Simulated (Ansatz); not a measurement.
# Sb (Pm-3m) in Ansatz: reference runs

Reference runs on Sb: the cell as given and a disturbed copy.

Everything below comes from runs of Ansatz 0.2.0. Logs are shortened: lines on timing, memory, paths and dates and some standing lists are left out, and cuts for length are marked.

### 1 The structure

The structure is cubic, space group Pm-3m (No. 221). Conventional cell: a = 3.160 Å, b = 3.160 Å, c = 3.160 Å, α = 90.00°, β = 90.00°, γ = 90.00°. Around Sb (site symmetry m-3m) lie 6 Sb at 3.16 Å.

This isn't the form of Sb at room conditions, which is rhombohedral.

### 2 Single point, PBE

Input file input.yaml:

```yaml
crystal:
  lattice:
    - [3.16, 0.0, 0.0]
    - [0.0, 3.16, 0.0]
    - [0.0, 0.0, 3.16]
  atoms:
    - { symbol: Sb, position: [0.0, 0.0, 0.0] }
hamiltonian:
  xc: pbe
  pseudopotentials: { kind: paw }
kpoints:
  mp_grid: { grid: [8, 8, 8] }
scf:
  occupations: { method: fermi_dirac, width: 0.05 }
output:
  forces: true
  stress: true
  eigenvalues: true
```

Potentials or basis: Ansatz PAW.

Command:

```
ansatz run input.yaml --threads 1 --pin off --max-ram 2560MiB --backend cpu --events-out ev --progress --plain --runs-dir out
```

The log of the run:

```text
Warning: RAYON_NUM_THREADS=1 ignored (pool sized by the plan → 1); use --threads N
Engine: ansatz 0.2.0, x86_64-unknown-linux-gnu
Pseudopotentials: kind: paw
Pseudopotential: Sb, paw, valence charge 15, recommended cutoff 420 eV (normal), Sb.paw.azcp
Functional definition: PBE
  parameter kappa = 0.804
  parameter beta = 0.06672455060314922
  exchange = pbe_x(kappa = kappa, mu = beta*pi^2/3)
  correlation = pbe_c(beta = beta)
Crystal: 1 atoms, lattice volume = 31.554 Å³
Basis set: ecut = 420 eV, 619 PW (Γ), exchange–correlation on 48×48×48 points (8 copies of the dense FFT grid, shifted against one another)
Bands: 12, of which v1, the nominal top of the filled ones, is band 8 counted from 1 (7 counted from 0)
Symmetry: 48 space group operations
Space group: Pm-3m (ITA 221), of the structure as read, at distance tolerance 3.2e-5 Å
k-points: 35 of 512
Non-local potential: Sb, projectors of the file, l = 0: 2, l = 1: 2, l = 2: 2, l = 3: 2
PAW form: soft (Blöchl's): semilocal exchange-correlation on the pseudo side does not see the compensation charge
PAW one-centre angular grid: Sb, 590 points (default); XC on 64 Gauss nodes
Initial density: superposition of atomic densities (neutral atoms: chi_scale 0, normalization atom), corrected by the library's trained network
Initial wavefunctions: pseudopotential atomic-orbital guess
Functional: x = pbe(κ = 0.804, μ = 0.2195149727645171), c = pbe(β = 0.06672455060314922)
SCF iter   1: F=—  HF=-6484.418513 eV  |F-HF|=—  |Δ(HF+E_count)|=         —  Δρ=5.99e-4  dr2=7.69e-5  ethr=1.77e-3  ⟨swp⟩=5.7  Hψ=2490  notcnv=0
preconditioner: auto → none  [insulator: Δε(μ)=0.235 eV  Ē_g=11.856 eV  σ=0.050 eV  W_gap=0.53  n_scr=6 (ndim 8)  ℏωp=14.8 eV  f_vac=0.004  D(μ)=0.99/eV (n_scr^D=6)  ε∞_Penn≈2.6]
SCF iter   2: F=—  HF=-6484.417594 eV  |F-HF|=—  |Δ(HF+E_count)|=   9.19e-4  Δρ=3.08e-4  dr2=2.60e-5  ethr=5.12e-7  ⟨swp⟩=2.8  Hψ=1044  notcnv=0  defer=1
SCF iter   3: F=—  HF=-6484.417616 eV  |F-HF|=—  |Δ(HF+E_count)|=   2.19e-5  Δρ=1.19e-4  dr2=3.10e-6  ethr=1.73e-7  ⟨swp⟩=2.0  Hψ=660  notcnv=0  defer=1
SCF iter   4: F=—  HF=-6484.417618 eV  |F-HF|=—  |Δ(HF+E_count)|=   2.28e-6  Δρ=4.45e-5  dr2=5.54e-7  ethr=2.07e-8  ⟨swp⟩=2.3  Hψ=538  notcnv=0  defer=1
iter 5 did not close the SCF: its close was put off for the readings that it lacked (scf_convergence_deferred on its scf_iter line)
SCF iter   5: F=-6484.417618 eV  HF=-6484.417618 eV  |F-HF|=6.20e-10  |Δ(HF+E_count)|=   3.39e-7  Δρ=2.01e-6  dr2=5.93e-10  ethr=3.69e-9  ⟨swp⟩=2.0  Hψ=672  notcnv=0  defer=1
SCF iter   6: F=-6484.417618 eV  HF=-6484.417618 eV  |F-HF|=3.46e-11  |Δ(HF+E_count)|=  7.37e-10  Δρ=3.26e-7  dr2=3.25e-11  ethr=3.95e-12  ⟨swp⟩=3.3  Hψ=1657  notcnv=0
SCF 1 converged in 6 iterations: F = -6484.417618 eV  dr2 = 3.25e-11
SCF converged after 6 iterations
Free energy (F): -6484.417618 eV
Harris-Foulkes:  -6484.417618 eV  (|F-HF|=3.46e-11)
Internal energy: -6484.410373 eV  (E = F + TS)
E sigma→0 (E₀):  -6484.413995 eV
Entropy (-TS):   -0.007245 eV (-7.245 meV/atom)
Fermi energy:    9.082249 eV
--- Per-component energies (eV) ---
  E_band       = -178.243068
  E_kinetic    = 205.775126
  E_local      = -1612.602740  (includes V_loc(G=0)·N_el)
  E_nonlocal   = 361.795709
  E_hartree    = 728.066282
  E_xc         = -137.953371
  E_vxc        = -95.580396  (∫ρ·V_xc dr)
  E_paw        = -4574.963290  (= ΣΔE_a)
  E_vpaw       = -493.763021  (= ΣTr[D̂ρ^β])
  E_aug_tail   = -0.000002  (compensation charges beyond the density's cutoff)
  E_ewald      = -1454.528087
  E_smearing   = -0.007245  (= −TS)
  E_closure    = 0.000000  (closes the sum)
  Σ components = -6484.417618   (vs F -6484.417618, Δ=0.00e0)
--- Forces (eV/Å), atoms counted from 1 ---
  atom   1  Sb    -0.00000000     0.00000000     0.00000000
  max |Σ_I F_I| component: 2.47e-32 eV/Å
--- Stress (GPa, compression-positive) ---
       -2.250176       0.000000       0.000000
        0.000000      -2.250176       0.000000
        0.000000       0.000000      -2.250176
  P = ⅓ Tr σ = -2.2502 GPa (-22.502 kbar)
--- Band table (eV; the first three rows and the last of 35) ---
  k-point 0: bands = ["-19.9933", "-19.9933", "-19.8498", "-19.8498", "-19.8498", "-2.8385", "12.2568", "12.2568", "12.2568", "16.1755", "16.1755", "17.0478"]
  k-point 1: bands = ["-19.9925", "-19.9743", "-19.8551", "-19.8551", "-19.8493", "-2.6262", "10.1767", "12.4611", "12.4611", "16.3601", "16.8952", "18.9878"]
  k-point 2: bands = ["-19.9907", "-19.9283", "-19.8681", "-19.8681", "-19.8483", "-2.0144", "7.2990", "13.0197", "13.0197", "16.9048", "17.5152", "22.7113"]
  k-point 34: bands = ["-19.9259", "-19.9259", "-19.9259", "-19.7866", "-19.7866", "4.2787", "7.6244", "7.6244", "7.6244", "14.0976", "14.0976", "14.0976"]
```

It took 1.6 s on 1 thread of INTEL XEON PLATINUM 8581C at 2.10GHz (Emerald Rapids), shared host; peak memory 0.33 GiB.

What came out:

* Free energy: -6484.4176 eV
* Pressure: -2.3 GPa
* Band gap on the k mesh: none (metal or under the smearing width)

### 3 Single point, PBE (cell strained at random at fixed volume)

Input file input.yaml:

```yaml
crystal:
  lattice:
    - [3.183066, -0.009157, -0.079267]
    - [-0.009157, 3.137208, -0.056534]
    - [-0.079267, -0.056534, 3.16292]
  atoms:
    - { symbol: Sb, position: [0.003503, 0.003065, -0.021741] }
hamiltonian:
  xc: pbe
  pseudopotentials: { kind: paw }
kpoints:
  mp_grid: { grid: [8, 8, 8] }
scf:
  occupations: { method: fermi_dirac, width: 0.05 }
output:
  forces: true
  stress: true
  eigenvalues: true
  write_density: true
  write_potential: true
  elf: true
  volumetric_format: npy
```

Potentials or basis: Ansatz PAW.

Command:

```
ansatz run input.yaml --threads 1 --pin off --max-ram 2560MiB --backend cpu --events-out ev --progress --plain --runs-dir out
```

The log of the run:

```text
Warning: RAYON_NUM_THREADS=1 ignored (pool sized by the plan → 1); use --threads N
[... 8 set-up lines as earlier in the session ...]
Crystal: 1 atoms, lattice volume = 31.554 Å³
Basis set: ecut = 420 eV, 625 PW (Γ), exchange–correlation on 48×48×48 points (8 copies of the dense FFT grid, shifted against one another)
Bands: 12, of which v1, the nominal top of the filled ones, is band 8 counted from 1 (7 counted from 0)
Symmetry: 2 space group operations
Space group: P-1 (ITA 2), of the structure as read, at distance tolerance 3.2e-5 Å
k-points: 260 of 512
[... 6 set-up lines as earlier in the session ...]
SCF iter   1: F=—  HF=-6484.416000 eV  |F-HF|=—  |Δ(HF+E_count)|=         —  Δρ=6.27e-4  dr2=1.04e-4  ethr=1.77e-3  ⟨swp⟩=5.7  Hψ=18440  notcnv=0
preconditioner: auto → none  [metal: Δε(μ)=0.022 eV  Ē_g=11.864 eV  σ=0.050 eV  W_gap=0.11  n_scr=6 (ndim 8)  ℏωp=14.8 eV  f_vac=0.003  D(μ)=0.65/eV (n_scr^D=0)  sad-step TF]
SCF iter   2: F=—  HF=-6484.415177 eV  |F-HF|=—  |Δ(HF+E_count)|=   8.23e-4  Δρ=4.09e-4  dr2=5.88e-5  ethr=6.95e-7  ⟨swp⟩=2.8  Hψ=7627  notcnv=0  defer=3
SCF iter   3: F=—  HF=-6484.415210 eV  |F-HF|=—  |Δ(HF+E_count)|=   3.33e-5  Δρ=2.21e-4  dr2=1.07e-5  ethr=3.92e-7  ⟨swp⟩=2.0  Hψ=4864  notcnv=0  defer=3
SCF iter   4: F=—  HF=-6484.415207 eV  |F-HF|=—  |Δ(HF+E_count)|=   2.50e-6  Δρ=9.10e-5  dr2=1.86e-6  ethr=7.13e-8  ⟨swp⟩=2.8  Hψ=5035  notcnv=0  defer=3
iter 5 did not close the SCF: its close was put off for the readings that it lacked (scf_convergence_deferred on its scf_iter line)
SCF iter   5: F=-6484.415206 eV  HF=-6484.415206 eV  |F-HF|=7.17e-9  |Δ(HF+E_count)|=   1.43e-6  Δρ=7.64e-6  dr2=1.31e-8  ethr=1.24e-8  ⟨swp⟩=2.0  Hψ=4997  notcnv=0  defer=3
SCF iter   6: F=-6484.415206 eV  HF=-6484.415206 eV  |F-HF|=6.00e-9  |Δ(HF+E_count)|=   1.50e-8  Δρ=4.99e-6  dr2=5.01e-9  ethr=8.71e-11  ⟨swp⟩=7.1  Hψ=17464  notcnv=0
SCF 1 converged in 6 iterations: F = -6484.415206 eV  dr2 = 5.01e-9
SCF converged after 6 iterations
Free energy (F): -6484.415206 eV
Harris-Foulkes:  -6484.415206 eV  (|F-HF|=6.00e-9)
Internal energy: -6484.409876 eV  (E = F + TS)
E sigma→0 (E₀):  -6484.412541 eV
Entropy (-TS):   -0.005330 eV (-5.330 meV/atom)
Fermi energy:    9.095136 eV
--- Per-component energies (eV) ---
  E_band       = -178.283251
  E_kinetic    = 205.747884
  E_local      = -1612.030954  (includes V_loc(G=0)·N_el)
  E_nonlocal   = 361.780396
  E_hartree    = 727.759700
  E_xc         = -137.944977
  E_vxc        = -95.568582  (∫ρ·V_xc dr)
  E_paw        = -4574.947010  (= ΣΔE_a)
  E_vpaw       = -493.735099  (= ΣTr[D̂ρ^β])
  E_aug_tail   = -0.000002  (compensation charges beyond the density's cutoff)
  E_ewald      = -1454.774912
  E_smearing   = -0.005330  (= −TS)
  E_closure    = -0.000000  (closes the sum)
  Σ components = -6484.415206   (vs F -6484.415206, Δ=0.00e0)
--- Forces (eV/Å), atoms counted from 1 ---
  atom   1  Sb     0.00000000     0.00000000     0.00000000
  max |Σ_I F_I| component: 0.00e0 eV/Å
--- Stress (GPa, compression-positive) ---
       -3.078428      -0.112967       0.503403
       -0.112967      -1.306483       0.083873
        0.503403       0.083873      -2.586524
  P = ⅓ Tr σ = -2.3238 GPa (-23.238 kbar)
--- Band table (eV; the first three rows and the last of 260) ---
  k-point 0: bands = ["-20.0027", "-19.9908", "-19.8565", "-19.8545", "-19.8509", "-2.8373", "12.0248", "12.2907", "12.4926", "16.1004", "16.2570", "17.0901"]
  k-point 1: bands = ["-19.9988", "-19.9753", "-19.8603", "-19.8592", "-19.8524", "-2.6250", "10.1761", "12.2827", "12.6637", "16.3278", "16.9774", "18.9952"]
  k-point 2: bands = ["-19.9961", "-19.9311", "-19.8726", "-19.8712", "-19.8522", "-2.0134", "7.3030", "12.8106", "13.2077", "16.8880", "17.6063", "22.3657"]
  k-point 259: bands = ["-19.9357", "-19.9295", "-19.9231", "-19.7940", "-19.7888", "4.2494", "7.3202", "7.5724", "7.9984", "13.7454", "14.0861", "14.5392"]
```

Wall time 3.6 s (1 thread of INTEL XEON PLATINUM 8581C at 2.10GHz (Emerald Rapids), shared host); peak memory 0.44 GiB.

What came out:

| Quantity | Value |
| --- | --- |
| Free energy | -6484.4152 eV |
| Pressure | -2.3 GPa |
| Band gap on the k mesh | none (metal or under the smearing width) |
